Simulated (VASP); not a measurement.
Input of a VASP 6.6.1 run:

The input POSCAR:

```
MgS
1.0
    0.0000000000      2.6016500000      2.6016500000
    2.6016500000      0.0000000000      2.6016500000
    2.6016500000      2.6016500000      0.0000000000
S Mg
1 1
Direct
    0.5000000000      0.5000000000      0.5000000000
    0.0000000000      0.0000000000      0.0000000000
```

The input INCAR.step1:

```
ALGO = Normal
EDIFF = 1E-5
ENCUT = 520
GGA = PE
ISIF = 2
ISMEAR = -1
LASPH = T
LREAL = F
LWAVE = T
NELM = 80
PREC = Accurate
SIGMA = 0.05
```

Contents of INCAR.step2:

```
AEXX = 0.15
ALGO = Normal
EDIFF = 1E-7
ENCUT = 520
GGA = PE
HFRCUT = -1
ISIF = 2
ISMEAR = -1
ISTART = 1
LASPH = T
LCHARG = F
LHFCALC = T
LREAL = F
LWAVE = F
NELM = 80
PREC = Accurate
PRECFOCK = Fast
SIGMA = 0.05
```

KPOINTS

```
k-points
0
Gamma
  5 5 5
```

Potentials or basis: VASP PAW PBE potentials, release 64 (S, Mg).

Run with:

```sh
$ cat potpaw_PBE.64/S/POTCAR potpaw_PBE.64/Mg/POTCAR > POTCAR
$ cp INCAR.step1 INCAR
$ mpirun -np 1 vasp_std > vasp.out
$ cp INCAR.step2 INCAR
$ mpirun -np 1 vasp_std > vasp.out
```

Task: Estimate the pressure.

Result: 0.0 GPa.

Task: Predict the band gap on the k mesh.

Result: 4.22 eV, indirect (least direct gap 4.78 eV).

Caveat: the PAW data sets were made with another functional, which shifts forces and pressure a little; an odd mesh through Γ misses points on the zone boundary, where band edges often lie.
